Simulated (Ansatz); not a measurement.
**PbS: band gap under strain**

Aim: follow the gap of rocksalt PbS through these states: no strain; -4.0 % biaxial strain in the (111) plane, free along [111]; -3.0 % biaxial strain in the (111) plane, free along [111]. The table at the end shows which levels were run.

The runs shown are made with Ansatz 0.2.0. PAW datasets, plane waves. No spin polarisation and no zero-point or thermal motion.

### 1 Starting point

The unstrained cell was relaxed with r2SCAN; in each strained cell the atoms were relaxed again with r2SCAN. Names of k-points are those of the unstrained zone, where strain can split equivalent points. First state: no strain.

It is cubic, Fm-3m (No. 225); a = 5.974 Å in the conventional setting, 26.66 Å³ an atom. Around Pb lie 6 S at 2.99 Å; around S lie 6 Pb at 2.99 Å.

The structure in full:

```xyz
2
Lattice="0.0000 2.9872 2.9872 2.9872 0.0000 2.9872 2.9872 2.9872 0.0000" Properties=species:S:1:pos:R:3 pbc="T T T"
Pb    0.0000    0.0000    0.0000
S     2.9872    2.9872    2.9872
```

### 2 No strain: PBE

File input.yaml:

```yaml
crystal:
  lattice:
    - [0.0, 2.9872326762, 2.9872326762]
    - [2.9872326762, 0.0, 2.9872326762]
    - [2.9872326762, 2.9872326762, 0.0]
  atoms:
    - { symbol: Pb, position: [0.0, 0.0, 0.0] }
    - { symbol: S, position: [0.5, 0.5, 0.5] }
kpoints:
  mp_grid: { grid: [8, 8, 8] }
  band_path:
    path:
      - [0.0, 0.0, 0.0]
      - [0.5, 0.0, 0.5]
      - [0.625, 0.25, 0.625]
      - [0.375, 0.375, 0.75]
      - [0.5, 0.5, 0.5]
      - [0.5, 0.25, 0.75]
      - [0.0, 0.0, 0.5]
    npoints: 1
hamiltonian:
  xc: pbe
scf:
  occupations: { method: fermi_dirac, width: 0.02 }
  n_extra_bands: 4
output:
  forces: true
  stress: true
  eigenvalues: true
```

Started as:

```bash
> ansatz run input.yaml --threads 2 --pin off --max-ram 29491MiB --backend cpu --events-out ev --progress --plain --runs-dir out
```

Further steps of the session: No strain: r2SCAN; No strain: HSE06; No strain: r2SCAN+SOC; No strain: r2SCAN; No strain: G0W0@PBE; -4.0 % biaxial strain in the (111) plane, free along [111]: PBE; -4.0 % biaxial strain in the (111) plane, free along [111]: r2SCAN; -4.0 % biaxial strain in the (111) plane, free along [111]: HSE06; -4.0 % biaxial strain in the (111) plane, free along [111]: r2SCAN+SOC; -3.0 % biaxial strain in the (111) plane, free along [111]: PBE; -3.0 % biaxial strain in the (111) plane, free along [111]: r2SCAN; -3.0 % biaxial strain in the (111) plane, free along [111]: HSE06; -3.0 % biaxial strain in the (111) plane, free along [111]: r2SCAN+SOC.

What does the calculation give?

The runs gave:

Least gap in eV (negative: overlap), with the change from the unstrained cell in brackets. G0W0 is on its own coarse mesh.

| state | volume change (%) | PBE | r2SCAN | HSE06 | G0W0 |
| --- | --- | --- | --- | --- | --- |
| no strain | +0.0 | 0.43 | 0.69 | 0.88 | 0.61 |
| -4.0 % biaxial strain in the (111) plane, free along [111] | -4.1 | -0.27 (-0.70) | -0.07 (-0.76) | 0.06 (-0.82) | – |
| -3.0 % biaxial strain in the (111) plane, free along [111] | -3.0 | -0.07 (-0.50) | 0.15 (-0.54) | 0.30 (-0.58) | – |

What this shows: The largest move of the HSE06 gap in the table is -0.813 eV, under -4.0 % biaxial strain in the (111) plane, free along [111]. PBE and HSE06 differ by 0.44 eV on the unstrained gap, and by at most 0.10 eV on its change: PBE follows the response to strain far better than the gap itself. Under -3.0 % biaxial strain in the (111) plane, free along [111] PBE gives no gap, or under 0.02 eV, while HSE06 has one. Spin-orbit coupling is left out of the table, though the cell holds Pb (Z = 82); in an element this heavy it can shift bands and gaps by tenths of an eV. G0W0 here is at a finite number of bands, screening cutoff and k mesh, not at the basis limit.
